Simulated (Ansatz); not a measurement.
# GeSe: GW levels

Aim: for GeSe, 3 runs in a chain (GW levels).

Computed with Ansatz 0.2.0 (G0W0 on PBE, scalar-relativistic, plane waves, PAW, unless a step's input says otherwise).

### Step 1. The structure to begin with

It takes space group Pnma (No. 62, orthorhombic). Conventional cell: a = 10.790 Å, b = 3.830 Å, c = 4.380 Å, α = 90.00°, β = 90.00°, γ = 90.00°. Ge (site symmetry m) is surrounded by 3 Se at 2.54 to 2.59 Å. Se (site symmetry m) has 3 Ge at 2.54 to 2.59 Å as nearest neighbours.

Structure file:

```cif
data_structure
_symmetry_space_group_name_H-M 'Pnma'
_symmetry_Int_Tables_number 62
_cell_length_a 10.7900
_cell_length_b 3.8300
_cell_length_c 4.3800
_cell_angle_alpha 90.000
_cell_angle_beta 90.000
_cell_angle_gamma 90.000
_cell_volume 181.01
loop_
_atom_site_label
_atom_site_type_symbol
_atom_site_symmetry_multiplicity
_atom_site_Wyckoff_symbol
_atom_site_fract_x
_atom_site_fract_y
_atom_site_fract_z
_atom_site_occupancy
Ge1 Ge 4 c 0.12100 0.75000 0.89400 1
Se1 Se 4 c 0.14800 0.25000 0.50300 1
```

### Step 2. GW levels: GeSe, no spin

input.yaml reads:

```yaml
crystal:
  lattice:
    - [3.83, 0.0, 0.0]
    - [0.0, 4.38, 0.0]
    - [0.0, 0.0, 10.79]
  atoms:
    - { symbol: Ge, position: [0.75, 0.894, 0.121] }
    - { symbol: Se, position: [0.25, 0.503, 0.148] }
    - { symbol: Se, position: [0.75, 0.003, 0.352] }
    - { symbol: Ge, position: [0.25, 0.394, 0.379] }
    - { symbol: Ge, position: [0.75, 0.606, 0.621] }
    - { symbol: Se, position: [0.25, 0.997, 0.648] }
    - { symbol: Se, position: [0.75, 0.497, 0.852] }
    - { symbol: Ge, position: [0.25, 0.106, 0.879] }
scf:
  occupations: { method: fixed }
  n_extra_bands: 8
output:
  eigenvalues: true
kpoints:
  mp_grid: { grid: [5, 5, 2] }
hamiltonian:
  xc: pbe
gw:
  n_empty_bands: 100
  ecut_chi: 100
  qp_bands: [v1, c1]
  qp_kpoints: [[0, 0, 0], [0, 0.4, 0]]
```

Command:

```sh
$ ansatz run input.yaml --threads 4 --pin off --max-ram 11264MiB --backend cpu --events-out ev --progress --plain --runs-dir out
```

The log of the run (excerpt; [...] marks lines left out):

```text
Warning: RAYON_NUM_THREADS=4 ignored (pool sized by the plan → 4); use --threads N
scf.n_extra_bands = 8 over 60 filled bands (N_el = 120.0): the run solves 68 bands
[...]
Pseudopotentials: kind: paw
Pseudopotential: Ge, paw, valence charge 14, recommended cutoff 420 eV (normal), Ge.paw.azcp
Pseudopotential: Se, paw, valence charge 16, recommended cutoff 420 eV (normal), Se.paw.azcp
Functional definition: PBE
[...]
Crystal: 8 atoms, lattice volume = 181.007 Å³
Basis set: ecut = 420 eV, 3547 PW (Γ)
Bands: 68, of which v1, the nominal top of the filled ones, is band 60 counted from 1 (59 counted from 0)
Symmetry: 8 space group operations
Space group: Pnma (ITA 62), of the structure as read, at distance tolerance 5.7e-5 Å
k-points: 18 of 50
[...]
SCF iter   1: F=—  HF=-39057.925042 eV  |F-HF|=—  |Δ(HF+E_count)|=         —  Δρ=1.31e-3  dr2=3.66e-3  ethr=1.77e-3  ⟨swp⟩=4.9  Hψ=3725  notcnv=0  defer=103
[...]
SCF iter   7: F=-39057.923760 eV  HF=-39057.923760 eV  |F-HF|=5.52e-9  |Δ(HF+E_count)|=   7.99e-8  Δρ=3.22e-6  dr2=1.28e-8  ethr=8.33e-11  ⟨swp⟩=8.5  Hψ=4148  notcnv=0
[...]
NSCF: frozen V_eff on 18 k-points
G₀W₀ screening: q 1/18
G₀W₀ screening: q 2/18 (q-point 9)
G₀W₀ screening: q 3/18 (q-point 10)
G₀W₀ screening: q 4/18 (q-point 11)
G₀W₀ screening: q 5/18 (q-point 12)
G₀W₀ screening: q 6/18 (q-point 15)
G₀W₀ screening: q 7/18 (q-point 16)
G₀W₀ screening: q 8/18 (q-point 17)
G₀W₀ screening: q 9/18 (q-point 18)
G₀W₀ screening: q 10/18 (q-point 3)
G₀W₀ screening: q 11/18 (q-point 4)
G₀W₀ screening: q 12/18 (q-point 5)
G₀W₀ screening: q 13/18 (q-point 6)
G₀W₀ screening: q 14/18 (q-point 7)
G₀W₀ screening: q 15/18 (q-point 8)
G₀W₀ screening: q 16/18 (q-point 13)
G₀W₀ screening: q 17/18 (q-point 14)
G₀W₀ screening: q 18/18 (q-point 2)
G₀W₀ self-energy: k 1/2
G₀W₀ self-energy: k 2/2
NSCF: frozen V_eff on 1 k-points
NSCF: frozen V_eff on 1 k-points
NSCF: frozen V_eff on 1 k-points
NSCF: frozen V_eff on 1 k-points
NSCF: frozen V_eff on 1 k-points
NSCF: frozen V_eff on 1 k-points
SCF converged after 7 iterations
Free energy (F): -39057.923760 eV
[...]
E sigma→0 (E₀):  -39057.923760 eV
Fermi energy:    8.754687 eV
[...]
--- Band table (eV; the first three rows and the last of 18) ---
[...]
--- G₀W₀: ω_p = 30.2344 eV, 50 q-points, 100 empty bands' worth ---
  eigenvalues of the whole cell's RPA ε∞ on this k-mesh (on a slab, of 1 + 4πα/V) = 16.1632, 18.6903, 21.6770; static W/v taken at q = 0 is 0.053632
  GN-PPA: 3224176/8461385 pairs with Re ω̃² < 0 across q-mesh
    ik  band        ε_KS         Σx   Σc(E_QP)       V_xc       Z   E_QP_lin       E_QP  E_QP is
     0    60      8.7447   -16.4793     1.6074   -15.0694  0.7833     8.9421     8.9423  root
     0    61      9.5061    -8.6494    -3.0339   -12.1029  0.7960     9.9266     9.9257  root
     4    60      8.7547   -16.7223     1.6039   -15.3494  0.7839     8.9855     8.9858  root
     4    61      9.8455    -9.1030    -3.0800   -12.6859  0.7975    10.3498    10.3485  root
```

Run time: 65 s. Hardware: 4 threads of Intel Xeon Platinum 8488C (Sapphire Rapids), shared host; peak memory 0.93 GiB.

Among the states corrected, the gap goes from 0.75 eV (Kohn–Sham) to 0.94 eV (quasiparticle); Z lies between 0.78 and 0.80.

### Step 3. GW levels

Edit input.yaml of step 2 so:

```diff
@@ -24,4 +24,4 @@
 gw:
-  n_empty_bands: 100
-  ecut_chi: 100
+  n_empty_bands: 250
+  ecut_chi: 150
   qp_bands: [v1, c1]
```

Command:

```sh
$ ansatz run input.yaml --threads 4 --pin off --max-ram 11264MiB --backend cpu --events-out ev --progress --plain --runs-dir out
```

The log of the run (excerpt; [...] marks lines left out):

```text
Warning: RAYON_NUM_THREADS=4 ignored (pool sized by the plan → 4); use --threads N
scf.n_extra_bands = 8 over 60 filled bands (N_el = 120.0): the run solves 68 bands
[...]
Pseudopotentials: kind: paw
Pseudopotential: Ge, paw, valence charge 14, recommended cutoff 420 eV (normal), Ge.paw.azcp
Pseudopotential: Se, paw, valence charge 16, recommended cutoff 420 eV (normal), Se.paw.azcp
Functional definition: PBE
[...]
Crystal: 8 atoms, lattice volume = 181.007 Å³
Basis set: ecut = 420 eV, 3547 PW (Γ)
Bands: 68, of which v1, the nominal top of the filled ones, is band 60 counted from 1 (59 counted from 0)
Symmetry: 8 space group operations
Space group: Pnma (ITA 62), of the structure as read, at distance tolerance 5.7e-5 Å
k-points: 18 of 50
[...]
SCF iter   1: F=—  HF=-39057.925042 eV  |F-HF|=—  |Δ(HF+E_count)|=         —  Δρ=1.31e-3  dr2=3.66e-3  ethr=1.77e-3  ⟨swp⟩=4.9  Hψ=3725  notcnv=0  defer=103
[...]
NSCF: frozen V_eff on 1 k-points
NSCF: frozen V_eff on 1 k-points
NSCF: frozen V_eff on 1 k-points
NSCF: frozen V_eff on 1 k-points
NSCF: frozen V_eff on 1 k-points
SCF converged after 7 iterations
Free energy (F): -39057.923760 eV
[...]
E sigma→0 (E₀):  -39057.923760 eV
Fermi energy:    8.754687 eV
[...]
--- Band table (eV; the first three rows and the last of 18) ---
[...]
--- G₀W₀: ω_p = 30.2344 eV, 50 q-points, 250 empty bands' worth ---
  eigenvalues of the whole cell's RPA ε∞ on this k-mesh (on a slab, of 1 + 4πα/V) = 16.2130, 18.7314, 21.7166; static W/v taken at q = 0 is 0.053505
  GN-PPA: 8342952/28445231 pairs with Re ω̃² < 0 across q-mesh
    ik  band        ε_KS         Σx   Σc(E_QP)       V_xc       Z   E_QP_lin       E_QP  E_QP is
     0    60      8.7447   -16.4793     1.2039   -15.0694  0.7823     8.5386     8.5389  root
     0    61      9.5061    -8.6494    -3.3716   -12.1029  0.7949     9.5880     9.5880  root
     4    60      8.7547   -16.7223     1.1956   -15.3494  0.7825     8.5773     8.5774  root
     4    61      9.8455    -9.1030    -3.4272   -12.6859  0.7965    10.0013    10.0012  root
```

Run time: 4.2 min. Hardware: 4 threads of Intel Xeon Platinum 8488C (Sapphire Rapids), shared host; peak memory 1.9 GiB.

Among the states corrected, the gap goes from 0.75 eV (Kohn–Sham) to 1.01 eV (quasiparticle); Z lies between 0.78 and 0.80.

### Step 4. GW levels

Edit input.yaml of step 3 so:

```diff
@@ -24,4 +24,4 @@
 gw:
-  n_empty_bands: 250
-  ecut_chi: 150
+  n_empty_bands: 500
+  ecut_chi: 200
   qp_bands: [v1, c1]
```

Command:

```sh
$ ansatz run input.yaml --threads 4 --pin off --max-ram 11264MiB --backend cpu --events-out ev --progress --plain --runs-dir out
```

The log of the run (excerpt; [...] marks lines left out):

```text
Warning: RAYON_NUM_THREADS=4 ignored (pool sized by the plan → 4); use --threads N
scf.n_extra_bands = 8 over 60 filled bands (N_el = 120.0): the run solves 68 bands
[...]
Pseudopotentials: kind: paw
Pseudopotential: Ge, paw, valence charge 14, recommended cutoff 420 eV (normal), Ge.paw.azcp
Pseudopotential: Se, paw, valence charge 16, recommended cutoff 420 eV (normal), Se.paw.azcp
Functional definition: PBE
[...]
Crystal: 8 atoms, lattice volume = 181.007 Å³
Basis set: ecut = 420 eV, 3547 PW (Γ)
Bands: 68, of which v1, the nominal top of the filled ones, is band 60 counted from 1 (59 counted from 0)
Symmetry: 8 space group operations
Space group: Pnma (ITA 62), of the structure as read, at distance tolerance 5.7e-5 Å
k-points: 18 of 50
[...]
SCF iter   1: F=—  HF=-39057.925042 eV  |F-HF|=—  |Δ(HF+E_count)|=         —  Δρ=1.31e-3  dr2=3.66e-3  ethr=1.77e-3  ⟨swp⟩=4.9  Hψ=3725  notcnv=0  defer=103
[...]
NSCF: frozen V_eff on 1 k-points
NSCF: frozen V_eff on 1 k-points
NSCF: frozen V_eff on 1 k-points
NSCF: frozen V_eff on 1 k-points
NSCF: frozen V_eff on 1 k-points
SCF converged after 7 iterations
Free energy (F): -39057.923760 eV
[...]
E sigma→0 (E₀):  -39057.923760 eV
Fermi energy:    8.754687 eV
[...]
--- Band table (eV; the first three rows and the last of 18) ---
[...]
--- G₀W₀: ω_p = 30.2344 eV, 50 q-points, 500 empty bands' worth ---
  eigenvalues of the whole cell's RPA ε∞ on this k-mesh (on a slab, of 1 + 4πα/V) = 16.2292, 18.7463, 21.7290; static W/v taken at q = 0 is 0.053463
  GN-PPA: 16681756/67599053 pairs with Re ω̃² < 0 across q-mesh
    ik  band        ε_KS         Σx   Σc(E_QP)       V_xc       Z   E_QP_lin       E_QP  E_QP is
     0    60      8.7447   -16.4793     0.9923   -15.0694  0.7831     8.3264     8.3272  root
     0    61      9.5061    -8.6494    -3.5235   -12.1029  0.7954     9.4361     9.4360  root
     4    60      8.7547   -16.7223     0.9795   -15.3494  0.7829     8.3607     8.3614  root
     4    61      9.8455    -9.1030    -3.5917   -12.6859  0.7971     9.8367     9.8367  root
```

Wall time 13 min (4 threads of Intel Xeon Platinum 8488C (Sapphire Rapids), shared host); peak memory 3.8 GiB.

Among the states corrected, the gap goes from 0.75 eV (Kohn–Sham) to 1.07 eV (quasiparticle); Z lies between 0.78 and 0.80.

### Step 5. The runs side by side

The GW runs:

| step | empty bands | cutoff of χ (eV) | Kohn–Sham gap (eV) | quasiparticle gap (eV) | time |
| --- | --- | --- | --- | --- | --- |
| 2 | 100 | 100 | 0.75 | 0.94 | 65 s |
| 3 | 250 | 150 | 0.75 | 1.01 | 4.2 min |
| 4 | 500 | 200 | 0.75 | 1.07 | 13 min |

From the cheapest to the dearest GW setting the quasiparticle gap moves by +0.13 eV, to 1.07 eV, at 65 s against 13 min.
